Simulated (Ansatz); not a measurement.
# Hf2NOS MXene monolayer in a perpendicular field, part 2 of 2

Aim: how the Hf2NOS MXene monolayer screens a field along its normal, and what the field does to its bands. A positive field points along +c.

Ansatz 0.2.0; plane-wave DFT, PBE-D3(BJ), Ansatz PAW.

So far. Step 2 (Relaxation): The lattice constant a goes from 3.217 to 3.289 Å.

**3. Single point, field 0**

A sawtooth potential applies the field, turning back in the middle of the vacuum. With the dipole correction the typed value is the field outside the slab. The induced dipole is small, so the SCF threshold is tight.

The cell differs from the one that the last finished run ended in (c 42.237 → 23.171 Å).

input.yaml

```yaml
crystal:
  lattice:
    - [3.2892523611, 0.0, 0.0]
    - [-1.6446261805, 2.8485761042, 0.0]
    - [0.0, 0.0, 23.1705263827]
  atoms:
    - { symbol: S, position: [0.3333333333, 0.6666666667, 0.3884244946] }
    - { symbol: Hf, position: [0.6666666667, 0.3333333333, 0.4570234265] }
    - { symbol: "N", position: [0.0, 0.0, 0.5152890696] }
    - { symbol: Hf, position: [0.3333333333, 0.6666666667, 0.5704616453] }
    - { symbol: O, position: [0.6666666667, 0.3333333333, 0.6115755054] }
kpoints:
  mp_grid: { grid: [18, 18, 1] }
  band_path:
    path: [[0, 0, 0], [0.5, 0, 0], [0.33333333, 0.33333333, 0], [0, 0, 0]]
    npoints: 16
hamiltonian:
  xc: pbe
  dispersion: d3bj
scf:
  occupations: { method: fermi_dirac, width: 0.02585 }
  convergence: { dr2_threshold: 1.0e-10 }
efield:
  axis: 3
  dipole_correction: true
  ramp_position: 0.97
  ramp_width: 0.06
  amplitude: 0
output:
  dos: { projected: true, e_range: [-6, 5] }
  write_potential: true
  write_density: true
  volumetric_format: npy
  elf: true
```

Command:

```sh
$ ansatz run input.yaml --threads 2 --pin off --max-ram 3072MiB --backend cpu --events-out ev --progress --plain --runs-dir out
```

Output:

```text
[...]
Crystal: 5 atoms, lattice volume = 217.101 Å³
Basis set: ecut = 420 eV, 4337 PW (Γ)
Bands: 42, of which v1, the nominal top of the filled ones, is band 35 counted from 1 (34 counted from 0)
Symmetry: 6 space group operations
[...]
k-points: 37 of 324 (time reversal used)
[...]
SCF iter   1: F=—  HF=-33305.005906 eV  |F-HF|=—  |Δ(HF+E_count)|=         —  Δρ=3.23e-3  dr2=1.05e-1  ethr=1.77e-3  p=0.071 e·Å  D=5.93e-2 V/Å  ΔV_dip=-1.37 eV  dr2_dipole=2.92e-2  V_vac-E_F(+/−)=4.49/5.87 eV  ⟨swp⟩=8.7  Hψ=6999  notcnv=0  defer=2
efield: sawtooth ramp at fractional position 0.9700 (set: `efield.ramp_position`, or a place that a band, a saddle search or an elastic batch's reference lends), width 0.0600; the density the first Hamiltonian is built on has a dipole p = 0.071 e·Å; the dipole correction subtracts the counter field D = 5.93e-2 V/Å, which shifts the + side's vacuum level by -1.37 eV against the − side's; the planar-averaged density in the ramp window peaks in size at 1.2e-5 e/Å³
[...]
SCF iter   2: F=—  HF=-33305.000325 eV  |F-HF|=—  |Δ(HF+E_count)|=   5.58e-3  Δρ=1.18e-3  dr2=2.11e-2  ethr=1.51e-4  p=0.066 e·Å  D=5.54e-2 V/Å  ΔV_dip=-1.28 eV  dr2_dipole=7.13e-3  V_vac-E_F(+/−)=4.28/5.56 eV  ⟨swp⟩=3.2  Hψ=2924  notcnv=0  defer=91
[...]
SCF iter  12: F=-33304.998904 eV  HF=-33304.998904 eV  |F-HF|=9.46e-11  |Δ(HF+E_count)|=  5.31e-10  Δρ=1.35e-7  dr2=7.41e-11  ethr=1.00e-12  p=0.052 e·Å  D=4.37e-2 V/Å  ΔV_dip=-1.01 eV  dr2_dipole=2.49e-12  V_vac-E_F(+/−)=4.41/5.42 eV  ⟨swp⟩=11.5  Hψ=5680  notcnv=0
SCF 1 converged in 12 iterations: F = -33304.998904 eV  dr2 = 7.41e-11
[...]
NSCF: frozen V_eff on 49 k-points
efield: sawtooth ramp at fractional position 0.9700 (kept from the solve that this one continues, or follows in the run), width 0.0600; the density the first Hamiltonian is built on has a dipole p = 0.052 e·Å; the dipole correction subtracts the counter field D = 4.37e-2 V/Å, which shifts the + side's vacuum level by -1.01 eV against the − side's; the planar-averaged density in the ramp window peaks in size at 1.8e-6 e/Å³
[...]
SCF converged after 12 iterations
Free energy (F): -33304.998904 eV
[...]
Internal energy: -33304.993556 eV  (E = F + TS)
E sigma→0 (E₀):  -33304.996230 eV
Entropy (-TS):   -0.005348 eV (-1.070 meV/atom)
Fermi energy:    2.164685 eV
Dipole field:    D = 0.043678 V/Å  (p = 0.052404 e·Å, saw-weighted, corrected)
Work function:   Φ+ = 4.4070 eV   Φ− = 5.4191 eV
Levels:          The Fermi level and band energies are counted from a zero that moves with the ramp; work functions are not
[...]
--- Band table (eV; the first three rows and the last of 37) ---
  k-point 0: bands = [... 31 lower, -0.6922, 1.0664, 1.0664, 2.8424, 2.8741, 2.8741, 3.9878, 4.7587, ... 3 higher]
  k-point 1: bands = [... 31 lower, -0.6503, 0.8513, 0.9866, 2.7265, 3.0031, 3.0370, 4.0671, 4.7288, ... 3 higher]
  k-point 2: bands = [... 31 lower, -0.7419, 0.4581, 0.8173, 2.4753, 3.3057, 3.3148, 4.2506, 4.7071, ... 3 higher]
  k-point 36: bands = [... 31 lower, -2.2894, -1.3633, -0.8639, 3.4159, 3.6948, 4.3522, 5.3323, 5.5676, ... 3 higher]
```

Elapsed: 15 s, on 2 threads of Intel Xeon 6975P-C (Granite Rapids), shared host; peak memory 0.73 GiB.

Read from the output:

```yaml
energy_at_zero_smearing: -33304.9962 eV
work_function_upper_face: 4.407 eV
work_function_lower_face: 5.419 eV
dipole_along_the_normal: 0.05240 e·Å
step_between_the_vacuum_levels: -1.012 eV
```

Running mean over a fixed 2.8 Å (it still follows the layers) of the planar mean; the ramp of the sawtooth is left out. The electron's electrostatic potential energy less the Fermi level by z:

| z (Å) | electron's electrostatic potential energy less the Fermi level (eV) |
| --- | --- |
| 3.0 | 5.42 |
| 3.5 | 5.42 |
| 4.0 | 5.42 |
| 4.5 | 5.42 |
| 5.0 | 5.42 |
| 5.5 | 5.41 |
| 6.0 | 5.39 |
| 6.5 | 5.28 |
| 7.0 | 4.67 |
| 7.5 | 2.88 |
| 8.0 | 0.599 |
| 8.5 | -1.59 |
| 9.0 | -4.42 |
| 9.5 | -7.55 |
| 10.0 | -9.18 |
| 10.5 | -9.44 |
| 11.0 | -9.77 |
| 11.5 | -10.2 |
| 12.0 | -10.5 |
| 12.5 | -10.7 |
| 13.0 | -11.0 |
| 13.5 | -9.73 |
| 14.0 | -7.49 |
| 14.5 | -4.44 |
| 15.0 | -1.09 |
| 15.5 | 1.97 |
| 16.0 | 3.83 |
| 16.5 | 4.32 |
| 17.0 | 4.39 |
| 17.5 | 4.40 |
| 18.0 | 4.41 |
| 18.5 | 4.41 |
| 19.0 | 4.41 |
| 19.5 | 4.41 |
| 20.0 | 4.41 |

The density of states has structure finer than the step of the table below, so its rows give means over 0.25 eV. Peaks (eV: height): -5.310: 9.45, -4.700: 7.13, -4.590: 7.70, -4.460: 12.2, -4.400: 8.98, -4.100: 12.1, -2.860: 8.21.

The density of states by energy, zero at the Fermi level; means over each step:

```csv
energy (eV),density of states (states/eV a cell)
-5.75,4.25
-5.50,2.21
-5.25,6.02
-5.00,1.65
-4.75,4.00
-4.50,7.20
-4.25,5.23
-4.00,3.97
-3.75,1.51
-3.50,1.09
-3.25,1.70
-3.00,3.25
-2.75,2.96
-2.50,1.62
-2.25,1.68
-2.00,2.21
-1.75,1.56
-1.50,0.823
-1.25,0.455
-1.00,0.472
-0.75,0.880
-0.50,0.976
-0.25,1.08
0.00,1.22
0.25,1.67
0.50,1.08
0.75,1.07
1.00,1.69
1.25,1.31
1.50,1.55
1.75,2.44
```

Projected DOS per atom over height of the atomic layer and energy from the Fermi level. Layers: S Hf N Hf O from below.

Ten even steps from '_' (0.01 states/eV) to '@' (2.17 states/eV), each cell a mean:
```
__--..++__
__::__::__
__::__::__
__..__..__
__::__::__
__::__..__
__..__..__
__..______
__________
::________
++..______
++..______
++..______
@@::::__..
==..______
::..______
==::++__++
====##..@@
--::--..%%
..::==..==
__..++::++
__..--==@@
```
Columns: height of the atomic layer (Å) from 9 to 14.2 (not evenly spaced); rows upwards: energy from the Fermi level (eV) from -5.96 to 1.96.

The electronic bands at the labelled points (eV, zero at the Fermi level):

```csv
point,band 31,band 32,band 33,band 34,band 35,band 36,band 37,band 38
Γ,-3.94,-2.86,-1.10,-1.10,0.68,0.71,0.71,1.82
halfway,-4.18,-3.83,-2.56,-1.69,-0.45,1.76,2.07,2.29
M,-4.38,-4.26,-2.82,-1.88,-1.05,1.78,2.88,3.56
halfway,-4.64,-4.07,-3.28,-2.62,-0.01,2.27,2.33,3.00
K,-4.59,-4.45,-3.53,-3.03,1.25,1.53,2.19,3.17
halfway,-4.26,-3.78,-2.85,-2.14,0.47,0.67,2.61,2.81
Γ,-3.94,-2.86,-1.10,-1.10,0.68,0.71,0.71,1.82
```

Electrostatic potential energy in the ca plane at fractional y = 0.333, with atoms of Hf and O within 0.2 Å of it. With pseudopotentials it is smooth inside the atoms' cores, unlike the true potential.

Ten even steps from '0' (-37 eV) to '9' (7 eV), each cell a mean:
```
99999999999999998864235788777778999999999999
99999999999999998730002688887313899999999999
99999999999999998620001588886000799999999999
99999999999999998720001688886101899999999999
99999999999999998752014788877646999999999999
99999999999999988876557888766789999999999999
99999999999999887888788887655688999999999999
99999999999999877888888887644678999999999999
99999999999999988887778887656789999999999999
```
Columns run along c (16.0 Å, from fractional 0.14 to 0.83 of the cell; values clipped at the 3rd and 97th percentile), rows up along a (3.3 Å). Atoms in or near the plane, at fractional coordinates: Hf at (0.46, 0.67), O at (0.61, 0.67).

Valence density in the ca plane at fractional y = 0.333, with atoms of Hf and O within 0.2 Å of it. It is the smooth field of the valence electrons, not physical close to the nuclei.

Ten steps, logarithmic in the rise over the least value, from '0' (0 e/Å³) to '9' (29 e/Å³), each cell a mean:
```
00000000000000011123442111111222100000000000
00000000000000001147874110012454200000000000
00000000000000000158996200013666300000000000
00000000000000000148985200013565200000000000
00000000000000001135663110012343100000000000
00000000000000011112221111111111000000000000
00000000000000112211111121222100000000000000
00000000000000122211111122222100000000000000
00000000000000112111111111122110000000000000
```
Columns run along c (16.0 Å, from fractional 0.14 to 0.83 of the cell), rows up along a (3.3 Å). Atoms in or near the plane, at fractional coordinates: Hf at (0.46, 0.67), O at (0.61, 0.67).

ELF in the ca plane at fractional y = 0.333, with atoms of Hf and O within 0.2 Å of it. It is the smooth field of the valence electrons, not physical close to the nuclei.

Ten even steps from '0' (0.00) to '9' (0.83), each cell a mean:
```
00000000000000001246642465223311368864100000
00000000000000000012214899621213799996310000
00000000000000000001115999831114875997310000
00000000000000000001115999721113887997310000
00000000000000000134433687412211589985200000
00000000000000002467863232135311135642000000
00000000000000014689997311366422211110000000
00000000000000024799997422477423310000000000
00000000000000013578985211256411112321000000
```
Columns run along c (16.0 Å, from fractional 0.08 to 0.77 of the cell), rows up along a (3.3 Å). Atoms in or near the plane, at fractional coordinates: Hf at (0.46, 0.67), O at (0.61, 0.67).

The work function of the upper face is 4.41 eV.

**4. Single point, field 0.1 V/Å**

Edit input.yaml of step 3 so:

```diff
@@ -27,5 +27,4 @@
   ramp_width: 0.06
-  amplitude: 0
+  amplitude: 0.1
 output:
-  dos: { projected: true, e_range: [-6, 5] }
   write_potential: true
@@ -33,2 +32 @@
   volumetric_format: npy
-  elf: true
```

Output:

```text
[...]
Crystal: 5 atoms, lattice volume = 217.101 Å³
Basis set: ecut = 420 eV, 4337 PW (Γ)
Bands: 42, of which v1, the nominal top of the filled ones, is band 35 counted from 1 (34 counted from 0)
Symmetry: 6 space group operations
[...]
k-points: 37 of 324 (time reversal used)
[...]
k-point 0: bands = [... 31 lower, -0.7133, 1.0427, 1.0427, 2.8234, 2.8607, 2.8607, 3.9748, 4.7438, ... 3 higher]
  k-point 1: bands = [... 31 lower, -0.6708, 0.8273, 0.9628, 2.7102, 2.9897, 3.0209, 4.0530, 4.7194, ... 3 higher]
  k-point 2: bands = [... 31 lower, -0.7625, 0.4331, 0.7930, 2.4595, 3.2924, 3.2978, 4.2335, 4.7071, ... 3 higher]
  k-point 36: bands = [... 31 lower, -2.2846, -1.3895, -0.8966, 3.4040, 3.6836, 4.3392, 5.3216, 5.5481, ... 3 higher]
[key lines of the parts left out:]
SCF converged after 14 iterations
Free energy (F): -33305.005839 eV
Fermi energy:    2.148730 eV
Dipole field:    D = 0.071944 V/Å  (p = 0.086317 e·Å, saw-weighted, corrected)
```

Run time: 16 s. Hardware: 2 threads; peak memory 0.71 GiB; 32 s of CPU time.

The dipole is 0.0863 e·Å, 0.0339 e·Å from its value without field.

**5. Single point, field -0.1 V/Å**

Edit input.yaml of step 4 so:

```diff
@@ -27,3 +27,3 @@
   ramp_width: 0.06
-  amplitude: 0.1
+  amplitude: -0.1
 output:
```

Output:

```text
[...]
Crystal: 5 atoms, lattice volume = 217.101 Å³
Basis set: ecut = 420 eV, 4337 PW (Γ)
Bands: 42, of which v1, the nominal top of the filled ones, is band 35 counted from 1 (34 counted from 0)
Symmetry: 6 space group operations
[...]
k-points: 37 of 324 (time reversal used)
[...]
k-point 0: bands = [... 31 lower, -0.6717, 1.0894, 1.0894, 2.8605, 2.8868, 2.8868, 3.9985, 4.7730, ... 3 higher]
  k-point 1: bands = [... 31 lower, -0.6302, 0.8746, 1.0098, 2.7420, 3.0159, 3.0525, 4.0788, 4.7365, ... 3 higher]
  k-point 2: bands = [... 31 lower, -0.7218, 0.4824, 0.8410, 2.4905, 3.3184, 3.3310, 4.2657, 4.7044, ... 3 higher]
  k-point 36: bands = [... 31 lower, -2.2948, -1.3377, -0.8319, 3.4270, 3.7053, 4.3647, 5.3424, 5.5864, ... 3 higher]
[key lines of the parts left out:]
SCF converged after 15 iterations
Free energy (F): -33304.995359 eV
Fermi energy:    2.179971 eV
Dipole field:    D = 0.015414 V/Å  (p = 0.018493 e·Å, saw-weighted, corrected)
```

Run time: 17 s. Hardware: 2 threads; peak memory 0.72 GiB.

The dipole is 0.0185 e·Å, -0.0339 e·Å from its value without field.

**6. Response, atoms held**

This step: plane-wave DFT, PBE-D3(BJ), Ansatz PAW; response to a field along the normal, atoms held (Ansatz 0.2.0).

The dipoles give the slope, and the difference of two potentials shows where the field is screened.

This step gave:

```
equivalent conductor thickness p/(ε₀AE) : 6.549 Å
distance between the outer atoms        : 5.171 Å
```

Dipole of the cell against applied field:

```
applied field (V/Å)  dipole of the cell (e·Å)
            -0.1000                    0.0185
             0.0000                    0.0524
             0.1000                    0.0863
```

Local field over the applied field, running mean. From the potentials at -0.1 and 0.1 V/Å; running mean over 2.5 Å. Local field over applied field against z:

```
z (Å)  local field over applied field
 4.05                           1.000
 4.49                           0.999
 4.92                           0.998
 5.21                           0.996
 5.65                           0.990
 6.08                           0.973
 6.52                           0.934
 6.95                           0.852
 7.24                           0.770
 7.68                           0.622
 8.11                           0.465
 8.54                           0.310
 8.98                           0.177
 9.41                          0.0914
 9.70                          0.0626
10.14                          0.0451
10.57                          0.0369
11.01                          0.0390
11.44                          0.0462
11.73                          0.0501
12.16                          0.0533
12.60                          0.0609
13.03                          0.0925
13.47                           0.150
13.76                           0.208
14.19                           0.325
14.63                           0.466
15.06                           0.617
15.50                           0.755
15.93                           0.869
16.22                           0.923
16.65                           0.969
17.09                           0.988
17.52                           0.996
17.96                           0.999
18.25                           0.999
18.68                           1.000
19.12                           1.000
```

Electrons, planar mean, per unit field. Table of induced electron density by z:

z (Å), induced electron density (e/Å³ per V/Å) and a bar from the least value:
```
      4.5    0.00000 ##############
      5.0    0.00001 ##############
      5.5    0.00003 ##############
      6.0    0.00009 ##############
      6.5    0.00030 ###############
      7.0    0.00087 ##################
      7.5    0.00219 #######################
      8.0    0.00378 ##############################
      8.5    0.00257 #########################
      9.0    0.00065 #################
      9.5    0.00054 ################
     10.0   -0.00058 ###########
     10.5   -0.00014 #############
     11.0    0.00025 ###############
     11.5    0.00029 ###############
     12.0   -0.00017 #############
     12.5   -0.00067 ###########
     13.0    0.00017 ###############
     13.5   -0.00010 #############
     14.0   -0.00204 #####
     14.5   -0.00237 ####
     15.0   -0.00324 
     15.5   -0.00160 #######
     16.0   -0.00059 ###########
     16.5   -0.00019 #############
     17.0   -0.00006 ##############
     17.5   -0.00002 ##############
     18.0    0.00000 ##############
     18.5    0.00000 ##############
     19.0    0.00000 ##############
```

By hand: between -0.1 and 0.1 V/Å the dipole changes by 0.06782 e·Å, a slope of 0.3391 e·Å²/V. A perfect conductor of thickness t has p = ε₀AEt, so t = 180.95 × 0.3391 / 9.370 = 6.55 Å (e/ε₀ = 180.95 V·Å, A in Å²).

The induced dipole is that of a conductor 6.55 Å thick.

**7. Summary of results**

| Property | Result |
| --- | --- |
| gap without field | none |
| work function, upper face | 4.41 eV |
| step between the vacuum levels | -1.01 eV |
| equivalent conductor thickness, atoms held | 6.55 Å |

The induced dipole equals that of a perfect conductor 6.55 Å thick, while the outer atoms lie 5.17 Å apart. The two faces differ: the vacuum level above lies 1.01 eV lower than the one below. There is no gap over 0.03 eV, with or without the field. The first relaxation ran with spin and lost its moment, and the later runs have none; other magnetic states were not tried. Spin-orbit coupling is left out, which matters for the bands of elements this heavy. The MXene's terminations sit over the metal atoms of its far layer; the site over carbon or nitrogen, which some compounds prefer, was not run.

[Long decimals in the printed logs are rounded to 6 places.]

[Logs are printed without paths, hosts, clocks, repeated set-up lines and the standing remarks that a program may print on its own settings, such as how far it seeks lower states.]

[Hosts, paths, dates, database ids (printed as entryN), source tags and the programs' standing remarks are cut or masked in the printed files.]

[Maps of the electrostatic potential energy from Ansatz leave out the sawtooth potential of an applied field or a dipole correction, so their vacuum need not be flat; planar profiles and work functions include it.]

[The density of states shown here was stored with 400 of the rows of the run's finer table, so its peaks can read low, often by over a quarter, or be missed, and its means over a window can be off by a tenth or more.]
